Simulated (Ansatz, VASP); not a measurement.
# HfB in VASP and in Ansatz

Contents of INCAR:

```
ALGO = Normal ; EDIFF = 1E-6
ENCUT = 520 ; GGA = PS
ISIF = 2 ; ISMEAR = 0
LASPH = True ; LCHARG = False
LREAL = False ; LWAVE = False
NBANDS = 14 ; NELM = 100
PREC = Accurate ; SIGMA = 0.1
```

File KPOINTS:

```
k-points
0
Gamma
  16 16 16
```

The input POSCAR:

```
HfB
1.0
    0.0000000000      2.4176516992      2.4176516992
    2.4176516992      0.0000000000      2.4176516992
    2.4176516992      2.4176516992      0.0000000000
Hf B
1 1
Direct
    0.5000000000      0.5000000000      0.5000000000
    0.0000000000      0.0000000000      0.0000000000
```

Input for Ansatz:

```yaml
crystal:
  lattice:
    - [0.0, 2.4176516883, 2.4176516883]
    - [2.4176516883, 0.0, 2.4176516883]
    - [2.4176516883, 2.4176516883, 0.0]
  atoms:
    - { symbol: Hf, position: [0.5, 0.5, 0.5] }
    - { symbol: B, position: [0.0, 0.0, 0.0] }
basis:
  ecutwfc: 420
kpoints:
  mp_grid: { grid: [16, 16, 16] }
hamiltonian:
  xc: pbesol
scf:
  occupations: { method: gaussian, width: 0.1 }
output:
  forces: true
  stress: true
  eigenvalues: true
  write_density: true
  write_potential: true
  elf: true
  volumetric_format: npy
```

Alike in both runs: task single point; functional PBEsol; k mesh 16 × 16 × 16; occupations gaussian, width 0.1 eV; no spin polarisation.

```csv
,VASP,Ansatz
version,VASP 6.6.1,Ansatz 0.2.0
potentials or method,"VASP PAW PBE potentials, release 64 (Hf_pv, B)","scalar-relativistic, plane waves, PAW"
plane-wave cutoff (eV),520,420
valence electrons in the cell,13,29
```

```tsv
	VASP	Ansatz	Ansatz less VASP
gap on the k mesh at the Fermi level (eV)	none	none	-
pressure (GPa)	-4.9	-5.1	-0.18
```

A gap of «none» marks a metal or a gap that the smearing closes. With one functional, cell and mesh, what is left measures potentials, basis and numerics. The two sets of potentials don't hold the same shells in valence.

Caveats: the PAW data sets were made with another functional, which shifts forces and pressure a little (VASP). Spin-orbit coupling is left out, which matters for the levels of Hf.
